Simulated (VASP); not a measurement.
# MnO (Fm-3m) in VASP: a series of runs

One crystal, MnO, is run at these levels: PBE, PBE+U; tasks: phonons.

Program: VASP 6.6.1. These are calculated values, not measurements. Logs are shortened: lines on timing, memory, paths and dates and some standing lists are left out, and cuts for length are marked.

### 1 Starting point

It takes space group Fm-3m (No. 225, cubic). The conventional cell has a = 4.432 Å, b = 4.432 Å, c = 4.432 Å, α = 90.00°, β = 90.00°, γ = 90.00°. Mn (site symmetry m-3m) has 6 O at 2.22 Å as nearest neighbours. O (site symmetry m-3m) is surrounded by 6 Mn at 2.22 Å.

The cell was built by a generator and isn't the measured one.

### 2 Phonons, PBE, collinear spin, antiferromagnetic start

Input file POSCAR:

```
MnO
1.0
    2.2158000000      2.2158000000      4.4316000000
    4.4316000000      2.2158000000      2.2158000000
    2.2158000000      4.4316000000      2.2158000000
Mn O
2 2
Direct
    0.0000000000      0.0000000000      0.0000000000
    0.5000000000      0.5000000000      0.5000000000
    0.2500000000      0.2500000000      0.2500000000
    0.7500000000      0.7500000000      0.7500000000
```

Input file INCAR.step1:

```
SYSTEM = MnO
PREC = Accurate ; ENCUT = 600
EDIFF = 1E-8 ; ISMEAR = -1
SIGMA = 0.05 ; LREAL = .False.
LASPH = .True. ; NELM = 100
ALGO = Normal ; ISIF = 3
LWAVE = .False. ; LCHARG = .False.
ISPIN = 2 ; MAGMOM = 5 -5 0 0
LORBIT = 11 ; LMAXMIX = 4
GGA = PE ; IBRION = 2
NSW = 40 ; EDIFFG = -0.002
```

Input file INCAR.step2:

```
SYSTEM = MnO
PREC = Accurate ; ENCUT = 600
EDIFF = 1E-8 ; ISMEAR = -1
SIGMA = 0.05 ; LREAL = .False.
LASPH = .True. ; NELM = 100
ALGO = Normal ; ISIF = 2
LWAVE = .False. ; LCHARG = .False.
ISPIN = 2 ; MAGMOM = 5 -5 0 0
LORBIT = 11 ; LMAXMIX = 4
GGA = PE ; IBRION = 6
NFREE = 2 ; POTIM = 0.015
NSW = 1
```

Input file KPOINTS:

```
regular mesh
0
Gamma
  6 6 6
  0 0 0
```

Potentials or basis: VASP PAW PBE potentials, release 64 (Mn_pv, O).

On the command line:

```bash
> cat potpaw_PBE.64/Mn_pv/POTCAR potpaw_PBE.64/O/POTCAR > POTCAR
> cp INCAR.step1 INCAR
> mpirun -np 1 vasp_std > vasp.out
> cp CONTCAR POSCAR
> cp INCAR.step2 INCAR
> mpirun -np 1 vasp_std > vasp.out
```

OUTCAR:

```text
SYSTEM = MnO
   PREC = Accurate
   ENCUT = 600
   EDIFF = 1E-8
   ISMEAR = -1
   LREAL = .False.
   LASPH = .True.
   NELM = 100
   ISIF = 2
   ISPIN = 2
   LORBIT = 11
   GGA = PE
   IBRION = 6
   NFREE = 2
   POTIM = 0.015
   NSW = 1

 ion  position               nearest neighbor table
   1  0.000  0.000  0.000-   4 2.22   4 2.22   3 2.22   3 2.22   4 2.22   3 2.22   2 3.09   2 3.09
                             2 3.09   2 3.09   2 3.09   2 3.09
   2  0.500  0.500  0.500-   3 2.22   3 2.22   4 2.22   4 2.22   3 2.22   4 2.22   1 3.09   1 3.09
                             1 3.09   1 3.09   1 3.09   1 3.09
   3  0.250  0.250  0.250-   1 2.22   1 2.22   2 2.22   2 2.22   1 2.22   2 2.22
   4  0.750  0.750  0.750-   2 2.22   2 2.22   1 2.22   1 2.22   2 2.22   1 2.22

  LATTYP: Found a trigonal (rhomboedric) cell.
 ALAT       =     5.2935062533
 COS(alpha) =     0.8192534962

  Lattice vectors:

 A1 = (   2.1160001685,   2.1160001685,   4.3664968828)
 A2 = (   4.3664968828,   2.1160001685,   2.1160001685)
 A3 = (   2.1160001685,   4.3664968828,   2.1160001685)

Analysis of symmetry for initial positions (statically):
=====================================================================
 Subroutine PRICEL returns following result:

  LATTYP: Found a trigonal (rhomboedric) cell.
 ALAT       =     3.0883118113
 COS(alpha) =     0.4689755943
[... 12 lines left out ...]
 Subroutine GETGRP returns: Found 12 space group operations
 (whereof 12 operations were pure point group operations)
 out of a pool of 12 trial point group operations.

The static configuration has the point symmetry D_3d.

Analysis of symmetry for dynamics (positions and initial velocities):
=====================================================================
 Subroutine PRICEL returns following result:

  LATTYP: Found a trigonal (rhomboedric) cell.
 ALAT       =     3.0883118113
 COS(alpha) =     0.4689755943
[... 12 lines left out ...]
 Subroutine GETGRP returns: Found 12 space group operations
 (whereof 12 operations were pure point group operations)
 out of a pool of 12 trial point group operations.

The dynamic configuration has the point symmetry D_3d.

Analysis of structural, dynamic, and magnetic symmetry:
=====================================================================
 Subroutine PRICEL returns following result:

  LATTYP: Found a trigonal (rhomboedric) cell.
 ALAT       =     3.0883118113
 COS(alpha) =     0.4689755943
[... 12 lines left out ...]
 Subroutine GETGRP returns: Found 12 space group operations
 (whereof 12 operations were pure point group operations)
 out of a pool of 12 trial point group operations.

The overall configuration has the point symmetry D_3d.

 Subroutine INISYM returns: Found 12 space group operations
 (whereof 12 operations are pure point group operations),
 and found     2 'primitive' translations

----------------------------------------------------------------------------------------

                                     Primitive cell

  volume of cell :      21.7746

  direct lattice vectors                    reciprocal lattice vectors
     2.183248441 -0.067248273  2.183248441     0.225648378 -0.218697972  0.225648378
     2.183248441  2.183248441 -0.067248273     0.225648378  0.225648378 -0.218697972
    -0.067248273  2.183248441  2.183248441    -0.218697972  0.225648378  0.225648378

  length of vectors
     3.088311811  3.088311811  3.088311811     0.386863262  0.386863262  0.386863262

  position of ions in fractional coordinates (direct lattice)
     0.000000000  0.000000000  0.000000000
     0.500000000  0.500000000  0.500000000

  ion indices of the primitive-cell ions
   primitive index   ion index
                 1           1
                 2           3

----------------------------------------------------------------------------------------

 KPOINTS: regular mesh

Automatic generation of k-mesh.
 Grid dimensions read from file:
 generate k-points for:    6    6    6

 Generating k-lattice:
[... 82 lines left out ...]
     AMIX_MAG =   1.60;   BMIX_MAG =  1.00
  volume/ion in A,a.u.               =      10.89        73.47
  Fermi-wavevector in a.u.,A,eV,Ry     =   1.564382  2.956254 33.297433  2.447292
  Thomas-Fermi vector in A             =   2.667014
   LORBIT       =     11    0 simple, 1 ext, 2 COOP (PROOUT), +10 PAW based schemes
   GGA     = PE    functional components
   LHFCALC =     F    Hartree Fock is set to
   AEXX    =    0.0000 exact exchange contribution
   IVDW    =     0    specifies the selected vdW correction
   LEPSILON=     F    determine dielectric tensor
   LRPA    =     F    only Hartree local field effects (RPA)
 finite differences with symmetry
 spin polarized calculation
  energy-cutoff  :      600.00
  volume of cell :       43.55
 maximum number of plane-waves:      1471
   NGX = 21   NGY = 21   NGZ = 21

--------------------------------------- Ionic step        1  -------------------------------------------

 number of electron      38.0000015 magnetization       0.0000000

 number of electron      38.0000015 magnetization      -0.0000000

 Free energy of the ion-electron system (eV)
  ---------------------------------------------------
  ext. energy  EPLUGINS =         0.00000000
  ---------------------------------------------------
  free energy    TOTEN  =       -33.13364421 eV

  energy without entropy =      -33.13364029  energy(sigma->0) =      -33.13364225

------------------------ aborting loop because EDIFF is reached ----------------------------------------

  FORCE on cell =-STRESS in cart. coord.  units (eV):
  Direction    XX          YY          ZZ          XY          YZ          ZX
  --------------------------------------------------------------------------------------
  -------------------------------------------------------------------------------------
  Total        0.0014543      0.0014543      0.0014543      0.0038691      0.0038691      0.0038691
  in kB        0.0535054      0.0535054      0.0535054      0.1423436      0.1423436      0.1423436
  external PRESSURE =       0.0535054 kB  Pullay stress =       0.0000000 kB
[... 141 lines left out ...]
--------------------------------------- Ionic step        5  -------------------------------------------

 number of electron      38.0000014 magnetization       0.0000015

 Free energy of the ion-electron system (eV)
  ---------------------------------------------------
  ext. energy  EPLUGINS =         0.00000000
  ---------------------------------------------------
  free energy    TOTEN  =       -33.13330350 eV

  energy without entropy =      -33.13329944  energy(sigma->0) =      -33.13330147

 E-fermi :   7.4205     XC(G=0): -11.9035

 val. band max:        6.9647275997   @ k =   0.5000   0.5000   0.5000
 cond. band min:       7.8068041223   @ k =   0.0000   0.0000   0.0000
 fundamental gap:      0.8420765226
 Fermi energy:         7.4204974943

 spin component 1

 k-point     1 :       0.0000    0.0000    0.0000
  band No.  band energies     occupation
      1     -42.7987      1.00000
      2     -42.7359      1.00000
      3     -42.7324      1.00000
      4     -38.1101      1.00000
      5     -38.0560      1.00000
      6     -38.0528      1.00000
[... 613 lines left out ...]
     22       9.7436      0.00000
     23      10.2655      0.00000

 [... further k-points ...]

 spin component 2

 k-point     1 :       0.0000    0.0000    0.0000
  band No.  band energies     occupation
      1     -42.7893      1.00000
      2     -42.7239      1.00000
      3     -42.7203      1.00000
      4     -38.1190      1.00000
      5     -38.0681      1.00000
      6     -38.0648      1.00000
[... 646 lines left out ...]
  FREE ENERGIE OF THE ION-ELECTRON SYSTEM (eV)
  ---------------------------------------------------
  free  energy   TOTEN  =       -33.1333034994 eV

  energy  without entropy=      -33.1332994421  energy(sigma->0) =      -33.13330147

 INTERNAL STRAIN TENSORS FROM DISPLACED ATOMS
 ============================================

 INTERNAL STRAIN TENSOR FOR ION    1 for displacements in x,y,z  (eV/Angst):
          X           Y           Z          XY          YZ          ZX
  --------------------------------------------------------------------------------
  x     0.00000     0.00000     0.00000     0.00000     0.00000     0.00000
  y     0.00000     0.00000     0.00000     0.00000     0.00000     0.00000
  z     0.00000     0.00000     0.00000     0.00000     0.00000     0.00000

 INTERNAL STRAIN TENSOR FOR ION    4 for displacements in x,y,z  (eV/Angst):
          X           Y           Z          XY          YZ          ZX
  --------------------------------------------------------------------------------
  x     0.00000     0.00000     0.00000     0.00000     0.00000     0.00000
  y     0.00000     0.00000     0.00000     0.00000     0.00000     0.00000
  z     0.00000     0.00000     0.00000     0.00000     0.00000     0.00000

 Eigenvectors and eigenvalues of the dynamical matrix
 ----------------------------------------------------

   1 f  =   12.878493 THz    80.917961 2PiTHz  429.580301 cm-1    53.261145 meV
             X         Y         Z           dx          dy          dz
      0.000000  0.000000  0.000000    -0.000000   -0.000000   -0.000000
      4.299249  4.299249  4.299249    -0.000000   -0.000000   -0.000000
      2.149624  2.149624  2.149624     0.408248    0.408248    0.408248
      6.448873  6.448873  6.448873    -0.408248   -0.408248   -0.408248
[... 71 lines left out ...]
  12 f/i=    0.018470 THz     0.116050 2PiTHz    0.616092 cm-1     0.076386 meV
             X         Y         Z           dx          dy          dz
      0.000000  0.000000  0.000000     0.358817    0.358817    0.358817
      4.299249  4.299249  4.299249     0.358817    0.358817    0.358817
      2.149624  2.149624  2.149624     0.194723    0.194723    0.194723
      6.448873  6.448873  6.448873     0.194723    0.194723    0.194723

 ELASTIC MODULI CONTR FROM IONIC RELAXATION (kBar)
 Direction    XX          YY          ZZ          XY          YZ          ZX
 --------------------------------------------------------------------------------
 XX           0.0000      0.0000      0.0000      0.0000      0.0000      0.0000
 YY           0.0000      0.0000      0.0000      0.0000      0.0000      0.0000
 ZZ           0.0000      0.0000      0.0000      0.0000      0.0000      0.0000
 XY           0.0000      0.0000      0.0000      0.0000      0.0000      0.0000
 YZ           0.0000      0.0000      0.0000      0.0000      0.0000      0.0000
 ZX           0.0000      0.0000      0.0000      0.0000      0.0000      0.0000
 --------------------------------------------------------------------------------

 total charge

# of ion       s       p       d       tot
------------------------------------------
    1        0.202   6.178   4.983  11.362
    2        0.202   6.178   4.983  11.362
    3        1.558   3.421   0.000   4.979
    4        1.558   3.421   0.000   4.979
--------------------------------------------------
tot          3.519  19.198   9.965  32.682

 magnetization (x)

# of ion       s       p       d       tot
------------------------------------------
    1        0.018   0.017   4.287   4.321
    2       -0.018  -0.017  -4.287  -4.321
    3        0.000   0.000   0.000   0.000
    4        0.000   0.000   0.000   0.000
--------------------------------------------------
tot         -0.000   0.000   0.000   0.000
```

Wall time 22 min (1 thread of Intel Xeon 6975P-C (Granite Rapids), shared host); peak memory 0.47 GiB.

Results:

```yaml
Relaxed_volume: 10.89 Å³/atom
Relaxed_cell: a = 5.294 Å, b = 5.294 Å, c = 5.294 Å, α = 34.99°, β = 34.99°, γ = 34.99°
Space_group_after_relaxing_to_0.05_Å: R-3m (No. 166)
Net_moment: 0.00 μB per cell
Site_moments: Mn +4.32, -4.32; O +0.00 μB
Valence_electrons_inside_the_program's_atomic_spheres: Mn 11.36; O 4.98
Highest_phonon_frequency_at_Γ_LO-TO_splitting_left_out: 430 cm⁻¹
```

The path:
```csv
step,energy change (eV),largest force (eV/Å),pressure (GPa),volume (Å³)
1,0.0000,0.0000,0.75,43.52
2,-0.0143,0.0000,-0.54,43.83
3,-0.0185,0.0000,-1.53,44.07
4,-0.0224,0.0000,0.49,43.42
5,-0.0225,0.0000,0.23,43.50
6,-0.0226,0.0000,0.05,43.54
7,-0.0226,0.0000,0.02,43.55
```

Final structure:
```
Mn O
1.0
     2.11600    2.11600    4.36650
     4.36650    2.11600    2.11600
     2.11600    4.36650    2.11600
Mn O
2 2
Direct
  0.00000 0.00000 0.00000
  0.50000 0.50000 0.50000
  0.25000 0.25000 0.25000
  0.75000 0.75000 0.75000
```

Phonon frequencies in cm⁻¹ (negative: imaginary):
```tsv
q point	frequencies
(0.000, 0.000, 0.000)	-1 0 0 93 93 103 103 164 164 240 264 430
```

Caveat: the k mesh is coarse (spacing up to 0.39 Å⁻¹), so the values aren't converged.

[end of part 1 of 2]
